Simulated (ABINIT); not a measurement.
**AlN: single point with PBE**

AlN:

```
Al N
1.0
     0.00000    2.18399    2.18399
     2.18399    0.00000    2.18399
     2.18399    2.18399    0.00000
Al N
1 1
Direct
  0.00000 0.00000 0.00000
  0.25000 0.25000 0.25000
```

Measurements of this composition are mostly on another form, of space group No. 186.

| Quantity | Value |
| --- | --- |
| Program | ABINIT 10.8.3 (patched build) |
| Task | single point |
| Functional | PBE |
| Potentials or basis | PseudoDojo NC SR PBE v0.4.1 standard |
| Cutoff | 980 eV |
| k mesh | 8 × 8 × 8 |
| Occupations | fermi-dirac, width 0.05 eV |
| Spin | no spin polarisation |

* Pressure: 4.1 GPa
* Band gap on the k mesh: 3.32 eV, indirect (least direct gap 4.19 eV)
* Valence electrons inside the program's atomic spheres: Al 1.11; N 5.39

Levels at points of the mesh, in eV from the valence-band top:
```
           k point  band 2  band 3  band 4  band 5  band 6  band 7
(0.00, 0.00, 0.00)    0.00    0.00    0.00    4.19   12.59   12.59
(0.50, 0.00, 0.00)   -5.86   -0.48   -0.48    7.39    9.85   11.17
(0.50, 0.50, 0.00)   -4.90   -1.78   -1.78    3.32    8.65   13.92
```

Wall time 4.2 s on 4 MPI ranks on Arm Neoverse V1, with other jobs on the host, peak memory 0.24 GiB a rank.

Caveat: the cutoff is short for stress, so the pressure is rough. A k mesh can miss the band edges.
